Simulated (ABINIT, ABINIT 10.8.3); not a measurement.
# Lattice constants of rutile TiO2 with LDA, PBE, PBEsol and Wu-Cohen functionals

## Background

The reference is the tetragonal cell of rutile from powder X-ray diffraction in "XPS Study on Calcining Mixtures of Brucite with Titania" (2022, PubMed Central 9100921), with $a$ = 4.59327 Å and $c$ = 2.95892 Å. The rutile was a residual phase in a brucite-titania mixture calcined at 1100 °C; the temperature of the diffraction measurement is not given with the values. Since neither an uncertainty nor a refinement accompanies them, they may be the cell of a matched reference card and not a fit to this sample. Two further pairs of experimental values, one of them for 300 K, lie within 0.002 Å of the reference in $a$ and within 0.001 Å in $c$. They need not be independent determinations, but they make a gross error in the reference unlikely.

| compared with | measured | source's wording or label | T (K) | method |
| --- | --- | --- | --- | --- |
| a (Å) | 4.59327 | tetragonal a | – | powder XRD * |
| c (Å) | 2.95892 | tetragonal c | – | powder XRD * |
| c (Å) | 2.958 | c at 300 K | room temperature | experiment (technique not stated) |
| c (Å) | 2.959 | c | – | method not stated |
| a (Å) | 4.592 | a at 300 K | room temperature | experiment (technique not stated) |
| a (Å) | 4.595 | a = b | – | method not stated |

Where a quantity has several values, deviations refer to the one marked *.

Conditions are those given with the value in the passage it was taken from; "not stated" means there, and the paper may say more elsewhere. The values are a selection: others may have been left out beforehand as unlike or outlying.

## Strategy

The aim is the cheapest level of theory that gives both $a$ and $c$ of rutile within 1 % of the reference. This limit is a choice of the study: it is narrow enough to expose the usual errors of semilocal functionals, which often reach one or two per cent in a lattice constant, and wide compared with the scatter of the measured values.

The model is the perfect, nonmagnetic six-atom cell, with cell and atoms relaxed in the space group $P4_2/mnm$. The starting cell comes from diffraction and is shorter than the reference by about 0.001 Å in $a$ and 0.002 Å in $c$, which is immaterial here. The relaxations describe a static lattice, whereas a measured cell contains zero-point and thermal expansion, together roughly 0.2 to 0.4 % in length for a stiff oxide at room temperature. A computed cell should therefore come out slightly small.

The work begins with LDA and a low cutoff, settles the basis first, and turns to gradient-corrected functionals if LDA misses the limit.

System: TiO2 (titanium dioxide), rutile; P4_2/mnm (No. 136), 6 atoms in the primitive cell; the database structure is a diffraction structure: a = 4.592 Å, c = 2.957 Å; structure from the Crystallography Open Database.

## 1. LDA and the plane-wave cutoff

LDA is the simplest functional to begin with, and 14 Ha is a light cutoff for PAW datasets of titanium and oxygen. In a variable-cell relaxation an incomplete basis acts directly on the stress, so the same relaxation is repeated at 20 and 26 Ha to separate the basis error from that of the functional. LDA is expected to give a cell too small by about 1 %, close to the limit, which makes a settled cutoff necessary before any judgement.

**Run 1.** ABINIT 10.8.3: LDA, JTH PAW datasets, cell and atoms relaxed from the database structure, cutoff 14 Ha, 4x4x6 k mesh, Gaussian smearing 0.02 eV.

Key lines of the input:
```
# potential files: JTH PAW datasets, made for LDA
ecut 14
pawecutdg 28
ecutsm 0.5
dilatmx 1.06
optcell 2
ionmov 2
ntime 50
tolmxf 5.0d-5
ngkpt 4 4 6
shiftk 0.0 0.0 0.0
occopt 7
tsmear 0.02 eV
nband 29
nstep 80
tolvrs 1.0d-10
diemac 6
pseudos "Ti.xml, O.xml"
ntypat 2
znucl 22 8
natom 6
typat 1 1 2 2 2 2
# ... acell, rprim, xred
```

Command:
```
OMP_NUM_THREADS=1 mpirun -n 4 abinit run.abi > run.log
```

Selected lines of the output:
```
            acell      8.5888589004E+00  8.5888589004E+00  5.5179754161E+00 Bohr
```

Converged; 54 s on 4 cores of AMD EPYC 9R14 (Zen 4), shared host.

**Run 2.** ABINIT 10.8.3: LDA, JTH PAW datasets, cell and atoms relaxed from the database structure, cutoff 20 Ha, 4x4x6 k mesh, Gaussian smearing 0.02 eV.

Key lines of the input, as changed from run 1:
```diff
- ecut 14
- pawecutdg 28
+ ecut 20
+ pawecutdg 40
```

Selected lines of the output:
```
            acell      8.5975830853E+00  8.5975830853E+00  5.5191498092E+00 Bohr
```

Converged; 86 s of wall time.

**Run 3.** ABINIT 10.8.3: LDA, JTH PAW datasets, cell and atoms relaxed from the database structure, cutoff 26 Ha, 4x4x6 k mesh, Gaussian smearing 0.02 eV.

Key lines of the input, as changed from run 1:
```diff
- ecut 14
- pawecutdg 28
+ ecut 26
+ pawecutdg 52
```

Selected lines of the output:
```
            acell      8.5978331808E+00  8.5978331808E+00  5.5187963925E+00 Bohr
```

Converged; 4.7 min on 4 cores of Intel Xeon Platinum 8259CL at 2.50GHz (Skylake/Cascade Lake), shared host.

| quantity | run 1 | run 2 | run 3 | measured |
| --- | --- | --- | --- | --- |
| a (Å) | 4.5450 | 4.5496 | 4.5498 | 4.59327 |
| c (Å) | 2.9200 | 2.9206 | 2.9204 | 2.95892 |
| conventional cell volume (Å³) | 60.32 | 60.45 | 60.45 |  |
| final pressure (GPa) | −0.00295 | 0.00001 | −0.00463 |  |

The basis is settled at 20 Ha for this purpose: going on to 26 Ha changes $a$ and $c$ by only 0.0002 Å each. The lightest cutoff, 14 Ha, shortens $a$ by 0.0046 Å relative to 20 Ha, which is enough to carry it across the limit, from 0.95 % below the reference to 1.05 % below. The axis $c$ hardly responds to the cutoff.

LDA at 20 Ha passes narrowly in $a$ but misses in $c$, which is 1.3 % too short. Both axes err in the direction of the overbinding usual for LDA, and a larger basis does not remove the error. Part of the deficit is the thermal and zero-point expansion missing from a static cell; at the upper end of the estimate above, allowing for it would bring $c$ just inside the limit, so the miss is a narrow one.

## 2. PBE at the settled cutoff

The next step is a gradient correction, with the cutoff kept at 20 Ha and the mesh unchanged. PBE generally lengthens the bonds of oxides relative to LDA. It should bring $c$ up towards the reference, at the risk of making $a$ too long by about 1 %. A semilocal gradient correction adds little to the cost of a step, so this is the natural move before anything dearer.

**Run 4.** ABINIT 10.8.3: PBE, JTH PAW datasets, cell and atoms relaxed from the database structure, cutoff 20 Ha, 4x4x6 k mesh, Gaussian smearing 0.02 eV.

Key lines of the input, as changed from run 2:
```diff
- # potential files: JTH PAW datasets, made for LDA
+ # potential files: JTH PAW datasets, made for PBE
```

Selected lines of the output:
```
            acell      8.7770154339E+00  8.7770154339E+00  5.6066437373E+00 Bohr
```

Converged; 4.3 min of wall time.

| quantity | run 4 | measured | deviation |
| --- | --- | --- | --- |
| a (Å) | 4.6446 | 4.59327 | +0.0513 (+1.1 %) |
| c (Å) | 2.9669 | 2.95892 | +0.0080 (+0.3 %) |
| conventional cell volume (Å³) | 64.00 |  |  |
| final pressure (GPa) | 0.00431 |  |  |

PBE reverses the pattern of LDA. The axis $c$ is now within 0.3 % of the reference, but $a$ is 1.1 % too long, a narrow miss. Thermal and zero-point expansion would lengthen the computed cell further, so allowing for them would widen this miss.

The change of functional lengthens $a$ by 0.0950 Å and $c$ by 0.0463 Å relative to LDA at the same cutoff. On both axes the reference lies between the two results.

## 3. PBEsol between LDA and PBE

PBEsol is a gradient correction adapted to the equilibrium geometry of solids, and it usually gives lattice constants between those of LDA and PBE. It is expected to bring both axes inside the limit without leaving the semilocal class of functionals. The cutoff and mesh stay as they were. The datasets are those made for PBE, a mismatch of the frozen cores that should matter little for so closely related a functional.

**Run 5.** ABINIT 10.8.3: PBEsol, JTH PAW datasets, cell and atoms relaxed from the database structure, cutoff 20 Ha, 4x4x6 k mesh, Gaussian smearing 0.02 eV; PBE datasets.

Key lines of the input, as changed from run 4:
```diff
+ ixc -116133
```

Selected lines of the output:
```
            acell      8.6828160266E+00  8.6828160266E+00  5.5632492679E+00 Bohr
```

Converged; 1.7 min on 4 cores of AMD EPYC 9R14 (Zen 4), shared host.

| quantity | run 5 | measured | deviation |
| --- | --- | --- | --- |
| a (Å) | 4.5947 | 4.59327 | +0.0015 (+0.0 %) |
| c (Å) | 2.9439 | 2.95892 | −0.0150 (−0.5 %) |
| conventional cell volume (Å³) | 62.15 |  |  |
| final pressure (GPa) | −0.00401 |  |  |

PBEsol meets the target on both axes. The near coincidence in $a$ should not be read as the accuracy of the functional, since $c$ is 0.5 % short in the same relaxation. The cell is slightly too squat along the tetragonal axis, though the error in $c$ is well inside the limit.

## 4. A denser mesh and a related functional

The cutoff was examined with LDA, but all relaxations so far share one k mesh. An LDA relaxation on a 6x6x8 mesh, limited to about five minutes, tests that setting. For a wide-gap insulator little change is expected. The test applies strictly to LDA and gives only indirect support to PBEsol.

The Wu-Cohen functional, another gradient correction intended for solids, is run alongside with the same PBE datasets, cutoff and mesh as PBEsol. It should give a similar cell, and shows whether the agreement depends on the particular form of PBEsol. It does not test the datasets, which the two relaxations share.

**Run 6.** ABINIT 10.8.3: LDA, JTH PAW datasets, cell and atoms relaxed from the database structure, cutoff 20 Ha, 6x6x8 k mesh, Gaussian smearing 0.02 eV; stopped from outside after 301 s, the time that was left for it.

Key lines of the input, as changed from run 2:
```diff
- ngkpt 4 4 6
+ ngkpt 6 6 8
```

Selected lines of the output:
```
 ETOT 11  -182.42195385863     1.677E-12 5.199E-07 2.139E-10
 ETOT 12  -182.42195385863    -1.023E-12 4.340E-07 3.631E-12
     iter   Etot(hartree)      deltaE(h)  residm     nres2
 ETOT  1  -182.42195660643    -1.824E+02 4.658E-07 5.861E-04
```

Cut off at its time limit; 5 min on 4 cores of Intel Xeon Platinum 8259CL at 2.50GHz (Skylake/Cascade Lake), shared host.

**Run 7.** ABINIT 10.8.3: Wu-Cohen GGA, JTH PAW datasets, cell and atoms relaxed from the database structure, cutoff 20 Ha, 4x4x6 k mesh, Gaussian smearing 0.02 eV; PBE datasets.

Key lines of the input, as changed from run 4:
```diff
+ ixc 23
```

Selected lines of the output:
```
            acell      8.6811795942E+00  8.6811795942E+00  5.5641924371E+00 Bohr
```

Converged; 3.6 min of wall time.

| quantity | run 6 | run 7 | measured |
| --- | --- | --- | --- |
| a (Å) | – | 4.5939 | 4.59327 |
| c (Å) | – | 2.9444 | 2.95892 |
| conventional cell volume (Å³) | – | 62.14 |  |
| final pressure (GPa) | – | −0.00407 |  |

The Wu-Cohen relaxation gives nearly the same cell as PBEsol, with differences of 0.0008 Å in $a$ and 0.0005 Å in $c$. It also meets the target on both axes and leaves $c$ short by the same 0.5 %. The agreement therefore does not hang on the particular form of PBEsol, but an error from the shared datasets or mesh would affect both results alike.

The LDA relaxation on the denser mesh reached its time limit before the cell had converged, so it cannot be used to judge the 4x4x6 mesh, either for LDA or for the two functionals that meet the target.

## Results at a glance

| run | settings | a (Å) | deviation | c (Å) | deviation | cost | status |
| --- | --- | --- | --- | --- | --- | --- | --- |
| 1 | LDA, cutoff 14 Ha | 4.5450 | −0.0482 (−1.1 %) | 2.9200 | −0.0389 (−1.3 %) | 3.6 core-min |  |
| 2 | LDA, cutoff 20 Ha, 4x4x6 k mesh | 4.5496 | −0.0436 (−0.9 %) | 2.9206 | −0.0383 (−1.3 %) | 5.7 core-min |  |
| 3 | LDA, cutoff 26 Ha | 4.5498 | −0.0435 (−0.9 %) | 2.9204 | −0.0385 (−1.3 %) | 19 core-min |  |
| 4 | PBE, cutoff 20 Ha, 4x4x6 k mesh | 4.6446 | +0.0513 (+1.1 %) | 2.9669 | +0.0080 (+0.3 %) | 17 core-min |  |
| 5 | PBEsol, cutoff 20 Ha, 4x4x6 k mesh, PBE datasets | 4.5947 | +0.0015 (+0.0 %) | 2.9439 | −0.0150 (−0.5 %) | 6.8 core-min |  |
| 6 | LDA, 6x6x8 mesh, stopped from outside after 301 s, the time that | – |  | – |  | 20 core-min | cut off at its time limit |
| 7 | Wu-Cohen GGA, PBE datasets | 4.5939 | +0.0006 (+0.0 %) | 2.9444 | −0.0145 (−0.5 %) | 14 core-min |  |
|  | measured | 4.59327 |  | 2.95892 |  |  |  |

Further runs on the same system, made beside this series (convergence steps with loose settings among them):

| further | settings | a (Å) | deviation | c (Å) | deviation | cost |
| --- | --- | --- | --- | --- | --- | --- |
| F1 | PBE+D3(BJ), cutoff 20 Ha, 4x4x6 k mesh | 4.6075 | +0.0142 (+0.3 %) | 2.9569 | −0.0020 (−0.1 %) | 15 core-min |
| F2 | BLYP, cutoff 20 Ha, 4x4x6 k mesh, PBE datasets | 4.6863 | +0.0930 (+2.0 %) | 2.9868 | +0.0278 (+0.9 %) | 17 core-min |
| F3 | LDA, 2x2x4 mesh | 4.5502 | −0.0431 (−0.9 %) | 2.9239 | −0.0350 (−1.2 %) | 3.1 core-min |
|  | measured | 4.59327 |  | 2.95892 |  |  |

## How well does the simulation do?

PBEsol at 20 Ha on the 4x4x6 mesh meets the target: $a$ agrees with the reference to better than 0.1 % and $c$ is 0.5 % short, at a cost of 6.8 core-minutes. LDA fails on $c$ and plain PBE narrowly on $a$.

The near-exact $a$ is partly a cancellation, because a static cell should be smaller than a measured one. Adding the estimated 0.2 to 0.4 % of thermal and zero-point expansion would make $a$ slightly too long and reduce the deficit in $c$; both would stay within 1 %. A similar expansion of both axes would not correct their ratio, and these results do not identify the cause of that remaining error.

Wu-Cohen gives practically the same cell. PBE with D3(BJ) also meets the target, with $a$ 0.3 % long and $c$ 0.1 % short. The dispersion term shortens $a$ much more than $c$, but this does not show whether it supplies missing physics or offsets PBE's tendency to overlong bonds.

The cutoff series was useful, since 14 Ha moved the LDA value of $a$ across the limit. The LDA relaxation on the 6x6x8 mesh was wasted. Going from 2x2x4 to 4x4x6, however, changes $c$ by only about 0.003 Å in LDA, well below the margin PBEsol has left. This supports the mesh without proving it converged for PBEsol. The effect of using PBE datasets with PBEsol is also unsettled.

The reference may be a reference-card cell, but the other experimental values would not alter these calls.

[Logs are printed without paths, hosts, clocks, repeated set-up lines and the standing remarks that a program may print on its own settings, such as how far it seeks lower states.]

[The runs shown are a pick from a larger set of finished runs; failed, doubtful and other runs were left out of it ahead of writing. So were measured values far from every level or from commonly accepted values, and agreement can look better than it is. Lines of input and output are excerpts and may be shortened.]
